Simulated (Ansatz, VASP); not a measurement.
## One calculation of NiO2, two programs

The input INCAR:

```
PREC = Accurate
ENCUT = 520
EDIFF = 1E-6
ISMEAR = 0
SIGMA = 0.05
LREAL = F
LASPH = T
NELM = 80
ALGO = Normal
ISIF = 2
LWAVE = F
LCHARG = T
GGA = CA
LELF = T
LVHAR = T
NBANDS = 18
```

File KPOINTS:

```
Automatic mesh
0
Gamma
  12 12 6
```

File POSCAR:

```
NiO2
1.0
    2.8940625823      0.0000000000      0.0000000000
   -1.4470312911      2.5063317164      0.0000000000
    0.0000000000      0.0000000000      3.8331858902
Ni O
1 2
Direct
    0.0000000000      0.0000000000      0.5000000000
    0.6666666667      0.3333333333      0.7067356968
    0.3333333333      0.6666666667      0.2932643032
```

Input for Ansatz:

```yaml
crystal:
  lattice:
    - [2.8940625823, 0.0, 0.0]
    - [-1.4470312911, 2.5063317164, 0.0]
    - [0.0, 0.0, 3.8331858902]
  atoms:
    - { symbol: Ni, position: [0.0, 0.0, 0.5] }
    - { symbol: O, position: [0.6666666667, 0.3333333333, 0.7067356968] }
    - { symbol: O, position: [0.3333333333, 0.6666666667, 0.2932643032] }
basis:
  ecutwfc: 520.0
kpoints:
  mp_grid: { grid: [12, 12, 6] }
hamiltonian:
  xc: lda
  pseudopotentials: { kind: paw }
scf:
  occupations: { method: gaussian, width: 0.05 }
output:
  forces: true
  stress: true
  eigenvalues: true
```

Alike in both runs: task single point; functional LDA; k mesh 12 × 12 × 6; occupations gaussian, width 0.05 eV; no spin polarisation.

|  | VASP | Ansatz |
| --- | --- | --- |
| version | VASP 6.6.1 | Ansatz 0.2.0 |
| potentials or method | VASP PAW LDA potentials, release 64 (Ni, O) | scalar-relativistic, plane waves, PAW |
| plane-wave cutoff (eV) | 520 | 520 |
| valence electrons in the cell | 22 | 30 |

```tsv
	VASP	Ansatz	Ansatz less VASP
gap on the k mesh at the Fermi level (eV)	0.40	0.43	+0.029
least direct gap on the mesh (eV)	0.75	0.81	+0.052
pressure (GPa)	-1.6	-2.6	-1.02
largest component of the traceless stress (GPa)	12.94	13.96	+1.020
rms of the force components (eV/Å)	0.576	0.551	-0.0251
```

Atom by atom the forces differ by 0.025 eV/Å (rms over components). The two sets of potentials don't hold the same shells in valence.

Caveats: forces of over 1 eV/Å show positions far from the minimum, so gaps and moduli don't describe the material at rest. Spin polarisation is off, so any magnetic state and its effect on volume and gap are missing.
